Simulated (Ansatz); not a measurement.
## In, fcc: geometry optimisation

Computed with Ansatz, DFT, PBEsol, plane waves (420 eV) with PAW, scalar-relativistic. (PAW data from PBE, frozen cores regenerated.)

k-point mesh 12×12×12, Fermi-Dirac smearing 0.1 eV, no spin polarisation. Cell and atoms relax.

Starting structure:

```yaml
crystal:
  lattice:
    - [0.0, 2.3556547913, 2.3556547913]
    - [2.3556547913, 0.0, 2.3556547913]
    - [2.3556547913, 2.3556547913, 0.0]
  atoms:
    - { symbol: In, position: [0.0, 0.0, 0.0] }
hamiltonian:
  xc: pbesol
  pseudopotentials:
    kind: paw
    azcp:
      In: "pseudopotentials/In.paw.azcp"
basis:
  ecutwfc: 420
  fft_grid_basis: typed
kpoints:
  mp_grid: { grid: [12, 12, 12], shift: [0, 0, 0] }
magnetization:
  spin_polarized: false
scf:
  occupations: { method: fermi_dirac, width: 0.1 }
relax:
  max_steps: 60
  f_tol: 0.01
  cell: {}
```

**Question.** What cell does the relaxation end in?

**Answer.** Fm-3m with a = 4.674 Å; 25.53 Å³ per atom against 26.14 at the start (-2.3 %).

**Question.** How much energy does the relaxation gain?

**Answer.** 1.9 meV per atom.
